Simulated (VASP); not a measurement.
A run of VASP 6.6.1 is set up as follows.

INCAR

```
PREC     = Accurate       # precision mode
ENCUT    = 520            # plane-wave cutoff, eV
EDIFF    = 1E-6           # SCF threshold, eV
ISMEAR   = -1             # smearing method
SIGMA    = 0.1            # smearing width, eV
LREAL    = F              # projectors in reciprocal space
LASPH    = T              # aspherical terms in the spheres
NELM     = 80             # most SCF steps
ALGO     = Normal         # electronic algorithm
ISIF     = 2              # what is computed and relaxed
LWAVE    = F              # write WAVECAR
LCHARG   = T              # write CHGCAR
GGA      = PS             # functional
LELF     = T              # ELF
LVHAR    = T            
NBANDS   = 22             # bands
```

KPOINTS

```
Automatic mesh
0
Gamma
  7 7 10
```

File POSCAR:

```
Ba
1.0
    6.8942619089      0.0000000000      0.0000000000
   -3.4471309544      5.9706059535      0.0000000000
    0.0000000000      0.0000000000      4.1035250809
Ba
3
Direct
    0.0000000000      0.0000000000      1.0000000000
    0.3333333333      0.6666666667      0.5000000000
    0.6666666667      0.3333333333      0.5000000000
```

Potentials or basis: VASP PAW PBE potentials, release 64 (Ba_sv).

The run is started by

```console
$ cat potpaw_PBE.64/Ba_sv/POTCAR > POTCAR
$ mpirun -np 1 vasp_std > vasp.out
```

(1) Estimate the pressure.

(2) Predict the band gap on the k mesh.

Answers

(1) 0.4 GPa.

(2) none (metal or under the smearing width).

Caveat: the PAW data sets were made with another functional, which shifts forces and pressure a little.
